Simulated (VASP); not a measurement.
# CaF2 (Fluorite) (Fm-3m) in VASP: notebook

Aim: see how the results for CaF2 (Fluorite) move with the level of theory and the settings. Levels: PBE, HSE06. Tasks: dielectric tensor.

Program: VASP 6.6.1. These are calculated values, not measurements. Logs are shortened: lines on timing, memory, paths and dates and some standing lists are left out, and cuts for length are marked.

## 1. The structure

It takes space group Fm-3m (No. 225, cubic). Conventional cell: a = 5.462 Å, b = 5.462 Å, c = 5.462 Å, α = 90.00°, β = 90.00°, γ = 90.00°. Ca (site symmetry m-3m) has 8 F at 2.37 Å as nearest neighbours. F (site symmetry -43m) is surrounded by 4 Ca at 2.37 Å.

## 2. Dielectric tensor, PBE

INCAR reads:

```
SYSTEM = CaF2
PREC     = Accurate       ! precision mode
ENCUT    = 520            ! plane-wave cutoff, eV
EDIFF    = 1E-8           ! SCF threshold, eV
ISMEAR   = 0              ! smearing method
SIGMA    = 0.02           ! smearing width, eV
LREAL    = .False.        ! projectors in reciprocal space
LASPH    = .True.         ! aspherical terms in the spheres
NELM     = 60             ! most SCF steps
ALGO     = Normal         ! electronic algorithm
ISIF     = 2              ! what is computed and relaxed
LWAVE    = .False.        ! write WAVECAR
LCHARG   = .False.        ! write CHGCAR
GGA      = PE             ! functional
LEPSILON = .True.         ! dielectric tensor by DFPT
KPAR     = 4
```

KPOINTS reads:

```
Automatic mesh
0
Gamma
  5 5 5
  0 0 0
```

POSCAR reads:

```
CaF2
1.0
    0.0000000000      2.7310000000      2.7310000000
    2.7310000000      0.0000000000      2.7310000000
    2.7310000000      2.7310000000      0.0000000000
Ca F
1 2
Direct
    0.0000000000      0.0000000000      0.0000000000
    0.2500000000      0.2500000000      0.2500000000
    0.7500000000      0.7500000000      0.7500000000
```

Potentials or basis: VASP PAW PBE potentials, release 64 (Ca_sv, F).

Command:

```console
cat potpaw_PBE.64/Ca_sv/POTCAR potpaw_PBE.64/F/POTCAR > POTCAR
mpirun -np 4 vasp_std > vasp.out
```

OUTCAR:

```text
SYSTEM = CaF2
   PREC = Accurate
   ENCUT = 520
   EDIFF = 1E-8
   ISMEAR = 0
   LREAL = .False.
   LASPH = .True.
   NELM = 60
   ISIF = 2
   GGA = PE
   LEPSILON = .True.

 ion  position               nearest neighbor table
   1  0.000  0.000  0.000-   3 2.37   3 2.37   3 2.37   2 2.37   3 2.37   2 2.37   2 2.37   2 2.37

   2  0.250  0.250  0.250-   1 2.37   1 2.37   1 2.37   1 2.37
   3  0.750  0.750  0.750-   1 2.37   1 2.37   1 2.37   1 2.37

  LATTYP: Found a face centered cubic cell.
 ALAT       =     5.4620000000

  Lattice vectors:

 A1 = (   0.0000000000,   2.7310000000,   2.7310000000)
 A2 = (   2.7310000000,   0.0000000000,   2.7310000000)
 A3 = (   2.7310000000,   2.7310000000,   0.0000000000)

Analysis of symmetry for initial positions (statically):
=====================================================================
 Subroutine PRICEL returns:
 Original cell was already a primitive cell.

 Routine SETGRP: Setting up the symmetry group for a
 face centered cubic supercell.

 Subroutine GETGRP returns: Found 48 space group operations
 (whereof 48 operations were pure point group operations)
 out of a pool of 48 trial point group operations.

The static configuration has the point symmetry O_h .

Analysis of symmetry for dynamics (positions and initial velocities):
=====================================================================
 Subroutine PRICEL returns:
 Original cell was already a primitive cell.

 Routine SETGRP: Setting up the symmetry group for a
 face centered cubic supercell.

 Subroutine GETGRP returns: Found 48 space group operations
 (whereof 48 operations were pure point group operations)
 out of a pool of 48 trial point group operations.

The dynamic configuration has the point symmetry O_h .

 Subroutine INISYM returns: Found 48 space group operations
 (whereof 48 operations are pure point group operations),
 and found     1 'primitive' translations

----------------------------------------------------------------------------------------

                                     Primitive cell

  volume of cell :      40.7376

  direct lattice vectors                    reciprocal lattice vectors
     0.000000000  2.731000000  2.731000000    -0.183083120  0.183083120  0.183083120
     2.731000000  0.000000000  2.731000000     0.183083120 -0.183083120  0.183083120
     2.731000000  2.731000000  0.000000000     0.183083120  0.183083120 -0.183083120

  length of vectors
     3.862217239  3.862217239  3.862217239     0.317109265  0.317109265  0.317109265

  position of ions in fractional coordinates (direct lattice)
     0.000000000  0.000000000  0.000000000
     0.250000000  0.250000000  0.250000000
     0.750000000  0.750000000  0.750000000

  ion indices of the primitive-cell ions
   primitive index   ion index
                 1           1
                 2           2
                 3           3

----------------------------------------------------------------------------------------

 KPOINTS: Automatic mesh

Automatic generation of k-mesh.
 Grid dimensions read from file:
 generate k-points for:    5    5    5

 Generating k-lattice:

  Cartesian coordinates                     Fractional coordinates (reciprocal lattice)
    -0.036616624  0.036616624  0.036616624     0.200000000  0.000000000  0.000000000
     0.036616624 -0.036616624  0.036616624     0.000000000  0.200000000  0.000000000
     0.036616624  0.036616624 -0.036616624     0.000000000  0.000000000  0.200000000

  Length of vectors
[... 64 lines left out ...]
   LORBIT       =      0    0 simple, 1 ext, 2 COOP (PROOUT), +10 PAW based schemes
   GGA     = PE    functional components
   LHFCALC =     F    Hartree Fock is set to
   AEXX    =    0.0000 exact exchange contribution
   IVDW    =     0    specifies the selected vdW correction
   LEPSILON=     T    determine dielectric tensor
   LRPA    =     F    only Hartree local field effects (RPA)
 non-spin polarized calculation
 Gauss-broadening in eV      SIGMA  =   0.02
  energy-cutoff  :      520.00
  volume of cell :       40.74
 maximum number of plane-waves:      1105
 NGX is ok and might be reduce to    30
   NGX = 15   NGY = 15   NGZ = 15

--------------------------------------- Ionic step        1  -------------------------------------------

 number of electron      23.9999987 magnetization

 E-fermi :  -0.8501     XC(G=0):  -9.6314

 val. band max:       -1.0297616846   @ k =  -0.4000   0.4000   0.0000
 cond. band min:       6.3101659587   @ k =   0.0000   0.0000   0.0000
 fundamental gap:      7.3399276433
 Fermi energy:        -0.8500843134

 k-point     1 :       0.0000    0.0000    0.0000
  band No.  band energies     occupation
      1     -36.9941      2.00000
      2     -20.9017      2.00000
      3     -20.1310      2.00000
      4     -17.9331      2.00000
      5     -17.9331      2.00000
      6     -17.9331      2.00000
[... 167 lines left out ...]
      3     -20.7162      2.00000
      4     -18.0238      2.00000
      5     -17.7368      2.00000
      6     -17.5161      2.00000
[... 8 lines left out ...]
     15       8.9506      0.00000
     16       9.1431      0.00000

  FORCE on cell =-STRESS in cart. coord.  units (eV):
  Direction    XX          YY          ZZ          XY          YZ          ZX
  --------------------------------------------------------------------------------------
  -------------------------------------------------------------------------------------
  Total        0.6277194      0.6277194      0.6277194      0.0000000      0.0000000      0.0000000
  in kB       24.6877223     24.6877223     24.6877223      0.0000000      0.0000000      0.0000000
  external PRESSURE =      24.6877223 kB  Pullay stress =       0.0000000 kB

 VOLUME and BASIS-vectors are now :
 -----------------------------------------------------------------------------
  energy-cutoff  :      520.00
  volume of cell :       40.74
      direct lattice vectors                 reciprocal lattice vectors
     0.000000000  2.731000000  2.731000000    -0.183083120  0.183083120  0.183083120
     2.731000000  0.000000000  2.731000000     0.183083120 -0.183083120  0.183083120
     2.731000000  2.731000000  0.000000000     0.183083120  0.183083120 -0.183083120

 POSITION                                       TOTAL-FORCE (eV/Angst)
 -----------------------------------------------------------------------------------
      0.00000      0.00000      0.00000        -0.000000      0.000000      0.000000
      1.36550      1.36550      1.36550        -0.000000     -0.000000     -0.000000
      4.09650      4.09650      4.09650         0.000000      0.000000      0.000000
 -----------------------------------------------------------------------------------
    total drift:                                0.000000     -0.000000      0.000000

  FREE ENERGIE OF THE ION-ELECTRON SYSTEM (eV)
  ---------------------------------------------------
  free  energy   TOTEN  =       -17.3287479502 eV

  energy  without entropy=      -17.3287479502  energy(sigma->0) =      -17.32874795

 HEAD OF MICROSCOPIC STATIC DIELECTRIC TENSOR (INDEPENDENT PARTICLE, excluding Hartree and local field effects)
 ------------------------------------------------------
           2.357882    -0.000000    -0.000000
          -0.000000     2.357882    -0.000000
           0.000000    -0.000000     2.357882
 ------------------------------------------------------

 Free energy of the ion-electron system (eV)
  ---------------------------------------------------
  ---------------------------------------------------
  free energy    TOTEN  =        -0.15609630 eV

  energy without entropy =       -0.15609630

------------------------ aborting loop because EDIFF is reached ----------------------------------------

--------------------------------------- Ionic step        2  -------------------------------------------

------------------------ aborting loop because EDIFF is reached ----------------------------------------

--------------------------------------- Ionic step        3  -------------------------------------------

 Free energy of the ion-electron system (eV)
  ---------------------------------------------------
  ---------------------------------------------------
  free energy    TOTEN  =        -0.15609620 eV

  energy without entropy =       -0.15609620

------------------------ aborting loop because EDIFF is reached ----------------------------------------

 PIEZOELECTRIC TENSOR FIELD DIRECTION 3  (e Angst)
 -----------------------------------------------------------------------------
     0.00025  0.00000  0.00000           (  0.00000  0.00000  0.00000)
     0.00000  0.00025 -0.00000           (  0.00000  0.00000  0.00000)
     0.00000 -0.00000 -0.00031           (  0.00000  0.00000 -0.00001)

 PIEZOELECTRIC TENSOR FIELD DIRECTION 3  (C/m^2)
 -----------------------------------------------------------------------------
     0.00010  0.00000  0.00000
     0.00000  0.00010 -0.00000
     0.00000 -0.00000 -0.00012

 MACROSCOPIC STATIC DIELECTRIC TENSOR (including local field effects in DFT)
 ------------------------------------------------------
           2.272299     0.000000     0.000000
           0.000000     2.272299    -0.000000
           0.000000    -0.000000     2.272299
 ------------------------------------------------------

 PIEZOELECTRIC TENSOR (including local field effects)  for field in x, y, z        (e  Angst)
          XX          YY          ZZ          XY          YZ          ZX
  --------------------------------------------------------------------------------
  x     0.00000     0.00000     0.00000     0.00000     0.00000     0.00000
  y     0.00000     0.00000     0.00000     0.00000     0.00000     0.00000
  z     0.00000     0.00000     0.00000     0.00000     0.00000     0.00000

 PIEZOELECTRIC TENSOR (including local field effects)  for field in x, y, z        (C/m^2)
          XX          YY          ZZ          XY          YZ          ZX
  --------------------------------------------------------------------------------
  x     0.00000     0.00000     0.00000     0.00000     0.00000     0.00000
  y     0.00000     0.00000     0.00000     0.00000     0.00000     0.00000
  z     0.00000     0.00000     0.00000     0.00000     0.00000     0.00000

 BORN EFFECTIVE CHARGES (including local field effects) (in |e|, cummulative output)
 ---------------------------------------------------------------------------------
 ion    1
    1     2.36577     0.00000     0.00000
    2    -0.00000     2.36577     0.00000
    3     0.00000     0.00000     2.36577
 ion    2
    1    -1.18289     0.00000     0.00000
    2     0.00000    -1.18289     0.00000
    3     0.00000     0.00000    -1.18289
 ion    3
    1    -1.18289    -0.00000     0.00000
    2     0.00000    -1.18289     0.00000
    3     0.00000     0.00000    -1.18289
```

Wall time 92 s (4 MPI ranks of Intel Xeon Platinum 8559C (Emerald Rapids), shared host); peak memory 0.19 GiB.

What came out:

| Property | Result |
| --- | --- |
| Band gap on the k mesh | 7.34 eV, indirect (least direct gap 7.53 eV) |
| Electronic dielectric tensor (diagonal) | 2.27 |
| Born charges (mean of the diagonal) | Ca +2.37; F -1.18 e |

Electronic dielectric tensor:
```
2.27 0.00 0.00
0.00 2.27 0.00
0.00 0.00 2.27
```

Born effective charge tensors (e):
atom 1, Ca
```
2.37 0.00 0.00
0.00 2.37 0.00
0.00 0.00 2.37
```
atom 2, F
```
-1.18  0.00  0.00
 0.00 -1.18  0.00
 0.00  0.00 -1.18
```
atom 3, F
```
-1.18  0.00  0.00
 0.00 -1.18  0.00
 0.00  0.00 -1.18
```

Caveat: an odd mesh through Γ misses points on the zone boundary, where band edges often lie.

(Part 1 of 2 ends here.)
